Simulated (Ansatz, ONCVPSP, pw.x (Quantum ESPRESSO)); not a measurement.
**phosphorus: one change to the ONCV potential, in the atom and in the sc crystal**

* Element: phosphorus
* Generator: ONCVPSP 4.0.1
* Type: optimised norm-conserving Vanderbilt (ONCV)
* Functional: PBE
* Relativity: scalar-relativistic
* Frozen core: [Ne]
* Valence charge: 5
* Reference configuration: 3s2 3p2.5 (charge +0.5)
* Partial waves: 3s: rc 1.30 bohr, ncon 3, nbas 7, qcut 5.6 1/bohr, 2 projectors, debl 2.8 Ha; 3p: rc 1.50 bohr, ncon 4, nbas 7, qcut 5.8 1/bohr, 2 projectors, debl 1.7 Ha; d scattering state at 0.11 Ha: rc 1.65 bohr, ncon 5, nbas 8, qcut 6.2 1/bohr, 2 projectors, debl 1.5 Ha
* Local potential: polynomial inside 1.20 bohr (lpopt 5, dvloc0 0 Ha)
* Core correction: Teter function, fcfact 3.75, rcfact 1.55

Change: local potential polynomial inside 0.85 bohr (lpopt 5, dvloc0 0 Ha).

Cutoffs, loose and tight: the cutoffs (Ha) at which the residual kinetic energy of the hardest occupied pseudo-wave falls to 1 and 0.1 mHa per electron. They do not see the model core or the augmentation charge, which bear on the density cutoff. Test errors are all-electron minus pseudo excitation energies from the reference, over the configurations 3s2 3p3; 3s2 3p2; 3s2 3p1; 3s2 3p0; variants that change the core or the reference have their own tests.

Crystal test: sc P in pw.x 7.5, no spin, 13³ k-points, Fermi–Dirac smearing 0.01 Ry, cutoffs set for each file from its atomic test. The reference is all-electron LAPW (Ansatz 0.2.0) with the same functional, mesh and smearing; V0 and B0 come from Birch–Murnaghan fits to the pressures at five volumes. Errors are pseudo minus all-electron; Δ is the rms difference of the E(V) curves that follow from these fits, minima aligned, over ±6 % about the mean V0. Mesh and smearing are coarse, so the numbers serve the comparison and aren't converged zero-temperature values; the lattice is a test structure that the element need not adopt.

All-electron: a0 = 2.447 Å (V0 = 14.66 Å³/atom), B0 = 113.3 GPa.

Task: Does the change bring the crystal closer to the all-electron result?

Result: The mean pressure error goes from -0.65 to -0.69 GPa, a small move against the size of the error.

```
                       quantity       base    changed
                 outcome (atom)  generated  generated
           cutoff, loose (atom)      11 Ha      11 Ha
           cutoff, tight (atom)      14 Ha      14 Ha
            bound ghosts (atom)       none       none
largest test error (meV) (atom)       +3.5       +3.5
           cutoffs in pw.x (Ry)     50/200     50/200
                         a0 (Å)      2.443      2.442
                   a0 error (%)      -0.19      -0.20
                   B0 error (%)       +1.0       +1.0
                   Δ (meV/atom)        2.1        2.2
      mean pressure error (GPa)      -0.65      -0.69
```

Base: The cutoffs count occupied waves only; projector 2 of the p channel, the hardest unoccupied one, needs 67 Ha at the loose tolerance. Changed file: The cutoffs count occupied waves only; projector 2 of the p channel, the hardest unoccupied one, needs 67 Ha at the loose tolerance.
